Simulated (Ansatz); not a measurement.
# Structure types of C compared at 380 GPa

Structure types of C are relaxed in primitive cells with their symmetry kept at 380 GPa, first on PAW files, then by LAPW. The enthalpy is E + pV at zero temperature, without zero-point motion. Only the types listed were tried, and differences under about 5 meV/atom are mesh noise. The real phase may be another.

Level of theory: DFT with PBE, scalar-relativistic, in Ansatz 0.2.0; Fermi–Dirac smearing of 0.05 eV, no spin polarisation. LAPW: all electrons, basis error target 0.5 meV/atom; PAW: frozen-core files, cutoff 420 eV.

k meshes: fcc 28×28×28, bcc 29×29×29, hcp 26×26×14, sc 25×25×25, beta tin 27×27×27, omega 14×14×19.

```json
{"start type": "fcc", "ends as": "fcc, Fm-3m", "a, b, c (Å)": "2.433, 2.433, 2.433", "V (Å³/atom)": "3.60", "H − H(lowest), LAPW (meV/atom)": "?"}
{"start type": "bcc", "ends as": "bcc, Im-3m", "a, b, c (Å)": "1.936, 1.936, 1.936", "V (Å³/atom)": "3.63", "H − H(lowest), LAPW (meV/atom)": "?"}
{"start type": "hcp", "ends as": "distorted hcp, P6_3/mmc", "a, b, c (Å)": "1.507, 1.507, 3.675", "V (Å³/atom)": "3.62", "H − H(lowest), LAPW (meV/atom)": "4305.8"}
{"start type": "sc", "ends as": "sc, Pm-3m", "a, b, c (Å)": "1.516, 1.516, 1.516", "V (Å³/atom)": "3.48", "H − H(lowest), LAPW (meV/atom)": "2019.1"}
{"start type": "beta tin", "ends as": "diamond, Fd-3m", "a, b, c (Å)": "3.108, 3.108, 3.108", "V (Å³/atom)": "3.75", "H − H(lowest), LAPW (meV/atom)": "0.0"}
{"start type": "omega", "ends as": "distorted omega, P6/mmm", "a, b, c (Å)": "3.404, 3.404, 1.214", "V (Å³/atom)": "4.06", "H − H(lowest), LAPW (meV/atom)": "3722.4"}
```

**Question.** What belongs in the row "fcc", column "H − H(lowest), LAPW (meV/atom)"?

**Answer.** 4950.1.

**Question.** What belongs in the row "bcc", column "H − H(lowest), LAPW (meV/atom)"?

**Answer.** 4456.7.

**Question.** Split the lead of diamond over sc into energy and pV.

**Answer.** For sc less diamond: ΔE = +2659.5 meV/atom, and p·ΔV = 380 GPa × -0.2700 Å³ × 6.242 meV/(GPa·Å³) = -640.5 meV/atom, together 2019.0 meV/atom. diamond wins by its internal energy, though it is the less dense.
